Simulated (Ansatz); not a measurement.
# Sb (Im-3m) in Ansatz: a series of runs

Aim: see how the results for Sb move with the level of theory and the settings. Levels: PBE+D3(BJ), PBE+D4. Tasks: relaxation of cell and atoms.

Everything below comes from runs of Ansatz 0.2.0. Logs are shortened: lines on timing, memory, paths and dates and some standing lists are left out, and cuts for length are marked.

## Step 1: The crystal as given

It takes space group Im-3m (No. 229, cubic). Conventional cell: a = 3.743 Å, b = 3.743 Å, c = 3.743 Å, α = 90.00°, β = 90.00°, γ = 90.00°. Sb (site symmetry m-3m) is surrounded by 8 Sb at 3.24 Å.

This isn't the form of Sb at room conditions, which is rhombohedral.

## Step 2: Relaxation of cell and atoms, PBE+D3(BJ)

input.yaml reads:

```yaml
crystal:
  lattice:
    - [-1.8713408863, 1.8713408863, 1.8713408863]
    - [1.8713408863, -1.8713408863, 1.8713408863]
    - [1.8713408863, 1.8713408863, -1.8713408863]
  atoms:
    - { symbol: Sb, position: [0.0, 0.0, 0.0] }
hamiltonian:
  xc: pbe
  pseudopotentials: { kind: paw }
  dispersion: d3bj
kpoints:
  mp_grid: { grid: [10, 10, 10] }
scf:
  occupations: { method: fermi_dirac, width: 0.05 }
output:
  forces: true
  stress: true
  eigenvalues: true
relax:
  f_tol: 0.01
  max_steps: 40
  cell: { stress_tol: 0.05 }
```

Potentials or basis: Ansatz PAW.

Launch:

```bash
> ansatz run input.yaml --threads 2 --pin off --max-ram 5632MiB --backend cpu --events-out ev --progress --plain --runs-dir out
```

The log of the run:

```text
Warning: RAYON_NUM_THREADS=2 ignored (pool sized by the plan → 2); use --threads N
Engine: ansatz 0.2.0, aarch64-unknown-linux-gnu
Pseudopotentials: kind: paw
Pseudopotential: Sb, paw, valence charge 15, recommended cutoff 420 eV (normal), Sb.paw.azcp
Functional definition: PBE
  parameter kappa = 0.804
  parameter beta = 0.06672455060314922
  exchange = pbe_x(kappa = kappa, mu = beta*pi^2/3)
  correlation = pbe_c(beta = beta)
Crystal: 1 atoms, lattice volume = 26.213 Å³
Basis set: ecut = 420 eV, 531 PW (Γ), exchange–correlation on 48×48×48 points (8 copies of the dense FFT grid, shifted against one another)
Bands: 12, of which v1, the nominal top of the filled ones, is band 8 counted from 1 (7 counted from 0)
Symmetry: 48 space group operations
Space group: Im-3m (ITA 229), of the structure as read, at distance tolerance 3.0e-5 Å
k-points: 47 of 1000
Non-local potential: Sb, projectors of the file, l = 0: 2, l = 1: 2, l = 2: 2, l = 3: 2
PAW form: soft (Blöchl's): semilocal exchange-correlation on the pseudo side does not see the compensation charge
PAW one-centre angular grid: Sb, 590 points (default); XC on 64 Gauss nodes
Initial density: superposition of atomic densities (neutral atoms: chi_scale 0, normalization atom), corrected by the library's trained network
Initial wavefunctions: pseudopotential atomic-orbital guess
Functional: x = pbe(κ = 0.804, μ = 0.2195149727645171), c = pbe(β = 0.06672455060314922)
SCF iter   1: F=—  HF=-6484.775384 eV  |F-HF|=—  |Δ(HF+E_count)|=         —  Δρ=8.82e-4  dr2=1.36e-4  ethr=1.77e-3  ⟨swp⟩=5.8  Hψ=3336  notcnv=0
preconditioner: auto → Kerker (q_TF=auto, 2.486 Å⁻¹)  [metal: Δε(μ)=0.022 eV  Ē_g=12.656 eV  σ=0.050 eV  W_gap=0.11  n_scr=12 (ndim 8)  ℏωp=16.2 eV  f_vac=0.000  D(μ)=1.17/eV (n_scr^D=12)]
SCF iter   2: F=—  HF=-6484.774886 eV  |F-HF|=—  |Δ(HF+E_count)|=   4.97e-4  Δρ=5.85e-4  dr2=2.57e-5  ethr=9.09e-7  ⟨swp⟩=2.4  Hψ=1319  notcnv=0
SCF iter   3: F=—  HF=-6484.774916 eV  |F-HF|=—  |Δ(HF+E_count)|=   2.94e-5  Δρ=3.22e-4  dr2=8.02e-6  ethr=1.72e-7  ⟨swp⟩=2.1  Hψ=668  notcnv=0
SCF iter   4: F=—  HF=-6484.774930 eV  |F-HF|=—  |Δ(HF+E_count)|=   1.38e-5  Δρ=1.29e-4  dr2=1.45e-6  ethr=5.35e-8  ⟨swp⟩=2.0  Hψ=666  notcnv=0
SCF iter   5: F=—  HF=-6484.774933 eV  |F-HF|=—  |Δ(HF+E_count)|=   2.99e-6  Δρ=2.99e-5  dr2=1.54e-7  ethr=9.68e-9  ⟨swp⟩=2.0  Hψ=669  notcnv=0
SCF iter   6: F=-6484.774933 eV  HF=-6484.774933 eV  |F-HF|=1.95e-8  |Δ(HF+E_count)|=   1.10e-7  Δρ=7.52e-6  dr2=1.86e-8  ethr=6.67e-10  ⟨swp⟩=6.0  Hψ=2448  notcnv=0
SCF 1 converged in 6 iterations: F = -6484.774933 eV  dr2 = 1.86e-8
relax step   1: F+E_penalty+E_count = -6484.77493260 eV  Δ(F+E_penalty+E_count) = +0.000e0 eV  max|allowed force component| = 0.000e0 eV/Å  Δτ_max = 0.0000 Å  P = -0.076 GPa  Ω = 26.213 Å³  (6 SCF iters, dr2 threshold 1.00e-7 eV, accepted)
Crystal: 1 atoms, lattice volume = 26.170 Å³
Initial density: handed on by an earlier stage of this run
Initial wavefunctions: those handed on with the density
iter 1 solved again at ethr=1.87e-9 eV; its pass at ethr=3.10e-3 eV (dr2=2.80e-7 eV) is discarded
SCF iter   1: F=—  HF=-6484.774950 eV  |F-HF|=—  |Δ(HF+E_count)|=         —  Δρ=2.49e-5  dr2=1.25e-7  ethr=1.87e-9  ⟨swp⟩=3.0  Hψ=4914  notcnv=0
preconditioner: auto → Kerker (q_TF=auto, 2.487 Å⁻¹)  [metal: Δε(μ)=0.023 eV  Ē_g=12.666 eV  σ=0.050 eV  W_gap=0.11  n_scr=12 (ndim 8)  ℏωp=16.2 eV  f_vac=0.000  D(μ)=1.17/eV (n_scr^D=12)]
SCF iter   2: F=—  HF=-6484.774949 eV  |F-HF|=—  |Δ(HF+E_count)|=   1.06e-6  Δρ=1.58e-5  dr2=5.65e-8  ethr=8.32e-10  ⟨swp⟩=1.0  Hψ=564  notcnv=0
SCF iter   3: F=-6484.774949 eV  HF=-6484.774949 eV  |F-HF|=3.18e-10  |Δ(HF+E_count)|=   1.53e-8  Δρ=3.24e-6  dr2=3.07e-9  ethr=9.72e-11  ⟨swp⟩=3.7  Hψ=2167  notcnv=0
SCF 2 converged in 3 iterations: F = -6484.774949 eV  dr2 = 3.07e-9
relax step   2: F+E_penalty+E_count = -6484.77494895 eV  Δ(F+E_penalty+E_count) = -1.635e-5 eV  max|allowed force component| = 0.000e0 eV/Å  Δτ_max = 0.0000 Å  P = +0.031 GPa  Ω = 26.170 Å³  energy of the carried Pulay correction = +1.031e-5 eV  (3 SCF iters, dr2 threshold 1.46e-8 eV, accepted)
Initial wavefunctions: pseudopotential atomic-orbital guess (no wavefunctions were taken with the density)
iter 1 solved again at ethr=1.39e-7 eV; its pass at ethr=3.10e-3 eV (dr2=2.09e-5 eV) is discarded
SCF iter   1: F=—  HF=-6484.774940 eV  |F-HF|=—  |Δ(HF+E_count)|=         —  Δρ=3.37e-6  dr2=2.50e-9  ethr=1.39e-7  ⟨swp⟩=3.0  Hψ=4763  notcnv=0
eigensolver tolerance schedule: the retry pair's looser diagonalisation over-reported the residual by 8357.57 of it (diagonalisation noise at 0.60 of the residual, at the tolerance the schedule requests for it); recorded, not acted on — ethr = c·dr2/N_el stays at c = 1.0e-1
SCF iter   2: F=—  HF=-6484.774942 eV  |F-HF|=—  |Δ(HF+E_count)|=   1.01e-6  Δρ=2.52e-6  dr2=1.85e-9  ethr=1.67e-11  ⟨swp⟩=2.8  Hψ=997  notcnv=0
SCF iter   3: F=—  HF=-6484.774942 eV  |F-HF|=—  |Δ(HF+E_count)|=  7.91e-11  Δρ=1.24e-6  dr2=4.43e-10  ethr=1.23e-11  ⟨swp⟩=2.0  Hψ=818  notcnv=0
SCF iter   4: F=—  HF=-6484.774942 eV  |F-HF|=—  |Δ(HF+E_count)|=  7.00e-11  Δρ=3.51e-7  dr2=2.27e-11  ethr=2.95e-12  ⟨swp⟩=2.1  Hψ=705  notcnv=0
SCF iter   5: F=-6484.774942 eV  HF=-6484.774942 eV  |F-HF|=1.82e-12  |Δ(HF+E_count)|=  1.46e-11  Δρ=1.01e-7  dr2=3.05e-12  ethr=1.00e-12  ⟨swp⟩=5.9  Hψ=2340  notcnv=0
SCF 3 converged in 5 iterations: F = -6484.774942 eV  dr2 = 3.05e-12
relax step   3: F+E_penalty+E_count = -6484.77494151 eV  Δ(F+E_penalty+E_count) = +7.445e-6 eV  max|allowed force component| = 0.000e0 eV/Å  Δτ_max = 0.0000 Å  P = +0.031 GPa  Ω = 26.170 Å³  stress off target by 3.14e-2 GPa  SCF on the basis re-selected at this cell (its energy is not comparable with the rows above)  (5 SCF iters)
basis re-selected at this cell: Δ(F+E_penalty+E_count) = +7.445e-6 eV, ΔP = +0.000 GPa vs the last step (what re-selecting the basis moved, of the pressure what is left beyond the Pulay correction that the steps carried, after the strain that the cell walked since its last selection, with what the two solves' SCF thresholds leave and, on support functions, any second-order correction that the steps lacked; it is no measure of the basis error at this ecutwfc). This SCF's stress stands 3.14e-2 GPa from its target on what of the cell is left free (relax.cell.stress_tol is 5.00e-2 GPa) and its largest allowed force component is 0.00e0 eV/Å (relax.f_tol is 1.00e-2 eV/Å): within both
SCF converged after 5 iterations
Free energy (F): -6484.774942 eV
Harris-Foulkes:  -6484.774942 eV  (|F-HF|=1.82e-12)
Internal energy: -6484.765936 eV  (E = F + TS)
E sigma→0 (E₀):  -6484.770439 eV
Entropy (-TS):   -0.009006 eV (-9.006 meV/atom)
Fermi energy:    12.063762 eV
--- Per-component energies (eV) ---
  E_band       = -137.667978
  E_kinetic    = 207.146656
  E_local      = -1410.429933  (includes V_loc(G=0)·N_el)
  E_nonlocal   = 361.611715
  E_hartree    = 646.855178
  E_xc         = -138.810233
  E_vxc        = -96.723317  (∫ρ·V_xc dr)
  E_paw        = -4574.556623  (= ΣΔE_a)
  E_vpaw       = -492.983541  (= ΣTr[D̂ρ^β])
  E_aug_tail   = -0.000002  (compensation charges beyond the density's cutoff)
  E_ewald      = -1576.042545
  E_disp       = -0.540148  (pairwise vdW)
  E_smearing   = -0.009006  (= −TS)
  E_closure    = -0.000000  (closes the sum)
  Σ components = -6484.774942   (vs F -6484.774942, Δ=0.00e0)
--- Forces (eV/Å), atoms counted from 1 ---
  atom   1  Sb     0.00000000    -0.00000000     0.00000000
  max |Σ_I F_I| component: 4.89e-31 eV/Å
--- Stress (GPa, compression-positive) ---
        0.031353       0.000000       0.000000
       -0.000000       0.031353       0.000000
        0.000000       0.000000       0.031353
  P = ⅓ Tr σ = 0.0314 GPa (0.314 kbar)
--- Band table (eV; the first three rows and the last of 47) ---
  k-point 0: bands = ["-17.1903", "-17.1903", "-17.1903", "-17.1130", "-17.1130", "-0.9965", "17.7891", "17.7891", "17.7891", "23.4576", "23.4576", "23.4576"]
  k-point 1: bands = ["-17.1924", "-17.1860", "-17.1781", "-17.1155", "-17.1135", "-0.7811", "16.2229", "17.1179", "17.5983", "21.7836", "22.0208", "23.3413"]
  k-point 2: bands = ["-17.1981", "-17.1764", "-17.1460", "-17.1210", "-17.1149", "-0.1385", "13.2633", "15.8787", "17.0942", "20.3726", "20.7896", "23.3126"]
  k-point 46: bands = ["-17.1934", "-17.1934", "-17.0727", "-17.0727", "-17.0727", "6.6129", "10.0156", "10.0156", "10.0156", "15.0022", "15.0022", "29.3773"]
--- Relaxed structure (2 steps of the walk, 2 accepted, 1 SCFs on fresh bases) ---
  F+E_penalty+E_count = -6484.77494151 eV   max|allowed force component| = 0.000e0 eV/Å   (the final SCF, on the basis selected at the relaxed cell)
  cell:  # Å, volume = 26.1703 Å³
    - [-1.8703216678864245, 1.8703216678864245, 1.8703216678864245]
    - [1.8703216678864245, -1.8703216678864245, 1.8703216678864245]
    - [1.8703216678864245, 1.8703216678864245, -1.8703216678864245]
  atoms:
    - { symbol: Sb, position: [0.0, 0.0, 0.0] }
```

Run time: 1.5 s. Hardware: 2 threads of Arm Neoverse V2, shared host; peak memory 0.28 GiB.

Results:

```
Free energy                            : -6484.7749 eV
Relaxed volume                         : 26.17 Å³/atom
Relaxed cell                           : a = 3.239 Å, b = 3.239 Å, c = 3.239 Å, α = 109.47°, β = 109.47°, γ = 109.47°
Space group after relaxing (to 0.05 Å) : Im-3m (No. 229)
Energy gained by relaxing              : 0.0 meV/atom
Ionic steps                            : 3
Pressure after relaxing                : 0.0 GPa
Band gap on the k mesh                 : none (metal or under the smearing width)
```

Final structure:
```
Sb
1.0
    -1.87032    1.87032    1.87032
     1.87032   -1.87032    1.87032
     1.87032    1.87032   -1.87032
Sb
1
Cartesian
  0.0000 0.0000 0.0000
```

Caveat: the plane-wave basis is chosen anew once the cell has moved, so the energies of steps on either side of that aren't comparable; pairwise dispersion overbinds metals, which lowers pressure and volume.

## Step 3: Relaxation of cell and atoms, PBE+D4

input.yaml, as its differences from that of step 2:

```diff
@@ -10,3 +10,3 @@
   pseudopotentials: { kind: paw }
-  dispersion: d3bj
+  dispersion: d4
 kpoints:
@@ -19,2 +19,6 @@
   eigenvalues: true
+  write_density: true
+  write_potential: true
+  elf: true
+  volumetric_format: npy
 relax:
```

Potentials or basis: Ansatz PAW.

Launch:

```bash
> ansatz run input.yaml --threads 2 --pin off --max-ram 5632MiB --backend cpu --events-out ev --progress --plain --runs-dir out
```

The log of the run:

```text
Warning: RAYON_NUM_THREADS=2 ignored (pool sized by the plan → 2); use --threads N
[... 8 set-up lines as earlier in the session ...]
Crystal: 1 atoms, lattice volume = 26.213 Å³
Basis set: ecut = 420 eV, 531 PW (Γ), exchange–correlation on 48×48×48 points (8 copies of the dense FFT grid, shifted against one another)
Bands: 12, of which v1, the nominal top of the filled ones, is band 8 counted from 1 (7 counted from 0)
[... 2 set-up lines as earlier in the session ...]
k-points: 47 of 1000
[... 6 set-up lines as earlier in the session ...]
SCF iter   1: F=—  HF=-6484.813050 eV  |F-HF|=—  |Δ(HF+E_count)|=         —  Δρ=8.82e-4  dr2=1.36e-4  ethr=1.77e-3  ⟨swp⟩=5.8  Hψ=3336  notcnv=0
preconditioner: auto → Kerker (q_TF=auto, 2.486 Å⁻¹)  [metal: Δε(μ)=0.022 eV  Ē_g=12.656 eV  σ=0.050 eV  W_gap=0.11  n_scr=12 (ndim 8)  ℏωp=16.2 eV  f_vac=0.000  D(μ)=1.17/eV (n_scr^D=12)]
SCF iter   2: F=—  HF=-6484.812553 eV  |F-HF|=—  |Δ(HF+E_count)|=   4.97e-4  Δρ=5.85e-4  dr2=2.57e-5  ethr=9.09e-7  ⟨swp⟩=2.4  Hψ=1319  notcnv=0
SCF iter   3: F=—  HF=-6484.812582 eV  |F-HF|=—  |Δ(HF+E_count)|=   2.94e-5  Δρ=3.22e-4  dr2=8.02e-6  ethr=1.72e-7  ⟨swp⟩=2.1  Hψ=668  notcnv=0
SCF iter   4: F=—  HF=-6484.812596 eV  |F-HF|=—  |Δ(HF+E_count)|=   1.38e-5  Δρ=1.29e-4  dr2=1.45e-6  ethr=5.35e-8  ⟨swp⟩=2.0  Hψ=666  notcnv=0
SCF iter   5: F=—  HF=-6484.812599 eV  |F-HF|=—  |Δ(HF+E_count)|=   2.99e-6  Δρ=2.99e-5  dr2=1.54e-7  ethr=9.68e-9  ⟨swp⟩=2.0  Hψ=669  notcnv=0
SCF iter   6: F=-6484.812599 eV  HF=-6484.812599 eV  |F-HF|=1.95e-8  |Δ(HF+E_count)|=   1.10e-7  Δρ=7.51e-6  dr2=1.86e-8  ethr=6.67e-10  ⟨swp⟩=9.5  Hψ=3479  notcnv=0
SCF 1 converged in 6 iterations: F = -6484.812599 eV  dr2 = 1.86e-8
relax step   1: F+E_penalty+E_count = -6484.81259926 eV  Δ(F+E_penalty+E_count) = +0.000e0 eV  max|allowed force component| = 0.000e0 eV/Å  Δτ_max = 0.0000 Å  P = -0.037 GPa  Ω = 26.213 Å³  (6 SCF iters, dr2 threshold 1.00e-7 eV, accepted)
[... 2 set-up lines as earlier in the session ...]
iter 1 solved again at ethr=1.36e-7 eV; its pass at ethr=3.10e-3 eV (dr2=2.05e-5 eV) is discarded
SCF iter   1: F=—  HF=-6484.812600 eV  |F-HF|=—  |Δ(HF+E_count)|=         —  Δρ=6.67e-6  dr2=1.46e-8  ethr=1.36e-7  ⟨swp⟩=3.0  Hψ=4763  notcnv=0
preconditioner: auto → Kerker (q_TF=auto, 2.486 Å⁻¹)  [metal: Δε(μ)=0.022 eV  Ē_g=12.655 eV  σ=0.050 eV  W_gap=0.11  n_scr=12 (ndim 8)  ℏωp=16.2 eV  f_vac=0.000  D(μ)=1.17/eV (n_scr^D=12)]
SCF iter   2: F=—  HF=-6484.812599 eV  |F-HF|=—  |Δ(HF+E_count)|=   8.03e-7  Δρ=4.21e-6  dr2=6.58e-9  ethr=9.75e-11  ⟨swp⟩=2.1  Hψ=925  notcnv=0
SCF iter   3: F=—  HF=-6484.812599 eV  |F-HF|=—  |Δ(HF+E_count)|=   2.27e-9  Δρ=1.24e-6  dr2=2.86e-10  ethr=4.39e-11  ⟨swp⟩=2.0  Hψ=918  notcnv=0
SCF iter   4: F=—  HF=-6484.812599 eV  |F-HF|=—  |Δ(HF+E_count)|=  6.18e-11  Δρ=6.53e-7  dr2=1.42e-10  ethr=1.90e-12  ⟨swp⟩=2.0  Hψ=917  notcnv=0
SCF iter   5: F=-6484.812599 eV  HF=-6484.812599 eV  |F-HF|=9.09e-13  |Δ(HF+E_count)|=  8.46e-11  Δρ=1.25e-7  dr2=3.99e-12  ethr=1.00e-12  ⟨swp⟩=4.3  Hψ=2632  notcnv=0
SCF 2 converged in 5 iterations: F = -6484.812599 eV  dr2 = 3.99e-12
relax step   2: F+E_penalty+E_count = -6484.81259927 eV  Δ(F+E_penalty+E_count) = -9.277e-9 eV  max|allowed force component| = 0.000e0 eV/Å  Δτ_max = 0.0000 Å  P = -0.036 GPa  Ω = 26.213 Å³  stress off target by 3.64e-2 GPa  SCF on the basis re-selected at this cell (its energy is not comparable with the rows above)  (5 SCF iters)
basis re-selected at this cell: Δ(F+E_penalty+E_count) = -9.277e-9 eV, ΔP = +0.000 GPa vs the last step (what re-selecting the basis moved, of the pressure what is left beyond the Pulay correction that the steps carried, after the strain that the cell walked since its last selection, with what the two solves' SCF thresholds leave and, on support functions, any second-order correction that the steps lacked; it is no measure of the basis error at this ecutwfc). This SCF's stress stands 3.64e-2 GPa from its target on what of the cell is left free (relax.cell.stress_tol is 5.00e-2 GPa) and its largest allowed force component is 0.00e0 eV/Å (relax.f_tol is 1.00e-2 eV/Å): within both
SCF converged after 5 iterations
Free energy (F): -6484.812599 eV
Harris-Foulkes:  -6484.812599 eV  (|F-HF|=9.09e-13)
Internal energy: -6484.803605 eV  (E = F + TS)
E sigma→0 (E₀):  -6484.808102 eV
Entropy (-TS):   -0.008994 eV (-8.994 meV/atom)
Fermi energy:    12.036621 eV
--- Per-component energies (eV) ---
  E_band       = -138.045333
  E_kinetic    = 207.118426
  E_local      = -1411.746753  (includes V_loc(G=0)·N_el)
  E_nonlocal   = 361.604791
  E_hartree    = 647.329371
  E_xc         = -138.796945
  E_vxc        = -96.705146  (∫ρ·V_xc dr)
  E_paw        = -4574.551386  (= ΣΔE_a)
  E_vpaw       = -492.975296  (= ΣTr[D̂ρ^β])
  E_aug_tail   = -0.000002  (compensation charges beyond the density's cutoff)
  E_ewald      = -1575.184159
  E_disp       = -0.576947  (pairwise vdW)
  E_smearing   = -0.008994  (= −TS)
  E_closure    = 0.000000  (closes the sum)
  Σ components = -6484.812599   (vs F -6484.812599, Δ=0.00e0)
--- Forces (eV/Å), atoms counted from 1 ---
  atom   1  Sb    -0.00000000     0.00000000     0.00000000
  max |Σ_I F_I| component: 1.64e-32 eV/Å
--- Stress (GPa, compression-positive) ---
       -0.036396       0.000000       0.000000
        0.000000      -0.036396      -0.000000
       -0.000000      -0.000000      -0.036396
  P = ⅓ Tr σ = -0.0364 GPa (-0.364 kbar)
--- Band table (eV; the first three rows and the last of 47) ---
  k-point 0: bands = ["-17.2164", "-17.2164", "-17.2164", "-17.1395", "-17.1395", "-1.0104", "17.7488", "17.7488", "17.7488", "23.4218", "23.4218", "23.4218"]
  k-point 1: bands = ["-17.2185", "-17.2122", "-17.2043", "-17.1421", "-17.1401", "-0.7953", "16.1859", "17.0797", "17.5589", "21.7525", "21.9894", "23.3119"]
  k-point 2: bands = ["-17.2242", "-17.2025", "-17.1724", "-17.1476", "-17.1414", "-0.1538", "13.2318", "15.8436", "17.0573", "20.3404", "20.7591", "23.2815"]
  k-point 46: bands = ["-17.2195", "-17.2195", "-17.0995", "-17.0995", "-17.0995", "6.5780", "9.9922", "9.9922", "9.9922", "14.9786", "14.9786", "29.3444"]
--- Relaxed structure (1 steps of the walk, 1 accepted, 1 SCFs on fresh bases) ---
  F+E_penalty+E_count = -6484.81259927 eV   max|allowed force component| = 0.000e0 eV/Å   (the final SCF, on the basis selected at the relaxed cell)
  cell:  # Å, volume = 26.2131 Å³
    - [-1.8713408863, 1.8713408863, 1.8713408863]
    - [1.8713408863, -1.8713408863, 1.8713408863]
    - [1.8713408863, 1.8713408863, -1.8713408863]
  atoms:
    - { symbol: Sb, position: [0.0, 0.0, 0.0] }
```

v_z.tsv:

```text
# z_ang	v_es[eV]	v_tot[eV]
# format = ansatz-planar-average/11
# xc	pbe
# density_cutoff_ev	1680
# datasets	Sb=:simpson_from_first_knot:soft
# lattice	-1.871340886	1.871340886	1.871340886
# lattice	1.871340886	-1.871340886	1.871340886
# lattice	1.871340886	1.871340886	-1.871340886
# sites	1
# site	51	0.000000000	0.000000000	0.000000000
0.000000	2.494947e0	-1.017252e1
0.135052	2.603109e0	-9.986118e0
0.270105	2.932098e0	-9.424855e0
0.405157	3.493094e0	-8.489406e0
0.540210	4.298303e0	-7.193900e0
0.675262	5.352508e0	-5.577351e0
0.810314	6.637756e0	-3.719262e0
0.945367	8.088092e0	-1.744809e0
1.080419	9.567073e0	1.794759e-1
1.215472	1.088064e1	1.851018e0
1.350524	1.184903e1	3.078430e0
1.485576	1.239839e1	3.777966e0
1.620629	1.256815e1	3.995290e0
1.755681	1.239839e1	3.777966e0
1.890734	1.184903e1	3.078430e0
2.025786	1.088064e1	1.851018e0
2.160838	9.567073e0	1.794759e-1
2.295891	8.088092e0	-1.744809e0
2.430943	6.637756e0	-3.719262e0
2.565996	5.352508e0	-5.577351e0
2.701048	4.298303e0	-7.193900e0
2.836100	3.493094e0	-8.489406e0
2.971153	2.932098e0	-9.424855e0
3.106205	2.603109e0	-9.986118e0
```

Run time: 1.2 s. Hardware: 2 threads of Arm Neoverse V2, shared host; peak memory 0.28 GiB.

Results:

- Free energy: -6484.8126 eV
- Energy gained by relaxing: 0.0 meV/atom
- Ionic steps: 2
- Pressure after relaxing: 0.0 GPa
- Band gap on the k mesh: none (metal or under the smearing width)

Final structure:
```yaml
crystal:
  lattice:
    - [-1.87134, 1.87134, 1.87134]
    - [1.87134, -1.87134, 1.87134]
    - [1.87134, 1.87134, -1.87134]
  atoms:
    - { symbol: Sb, position: [0.00000, 0.00000, 0.00000] }
```

Caveat: the plane-wave basis is chosen anew once the cell has moved, so the energies of steps on either side of that aren't comparable; pairwise dispersion overbinds metals, which lowers pressure and volume.
